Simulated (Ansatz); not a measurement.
Ansatz run on HgSe

System: HgSe (zinc blende type), 2 atoms in the cell.

Ansatz input (lattice in Å, positions in fractions of it)
```yaml
crystal:
  lattice:
    - [0, 3.135, 3.135]
    - [3.135, 0, 3.135]
    - [3.135, 3.135, 0]
  atoms:
    - { symbol: Hg, position: [0, 0, 0] }
    - { symbol: Se, position: [0.25, 0.25, 0.25] }
kpoints:
  mp_grid: { grid: [6, 6, 6] }
hamiltonian:
  xc: hse06
  pseudopotentials:
    kind: all_electron
    relativity: scalar
    datasets: crystal
    dataset_attempts: all
    nuclear_model: point
scf:
  occupations: { method: fermi_dirac, width: 0.02 }
  convergence: { dr2_threshold: "1e-9 eV" }
  max_iter: 400
  exx: { singularity: regularized }
  lower_state_search: "off"
output:
  forces: true
  stress: true
```

The calculation used HSE06, plane waves, all-electron PAW datasets generated for the crystal, point nucleus in Ansatz 0.2.0 development build.

Output, in brief

| Quantity | Value |
| --- | --- |
| Plane-wave cutoff used | 290 eV |
| Pressure | -1.96 GPa |
| Smearing term TS | 0.2 meV/atom |
| Valence electrons | 26 |
| Irreducible k-points | 16 |
| CPU time | roughly 8 core-minutes on a shared host |

Stress tensor in GPa, compression positive:
```
-1.96  0.00  0.00
 0.00 -1.96  0.00
 0.00  0.00 -1.96
```

The stress includes the program's correction for the finite plane-wave basis.

The k-mesh is modest, so these values aren't fully converged in k.
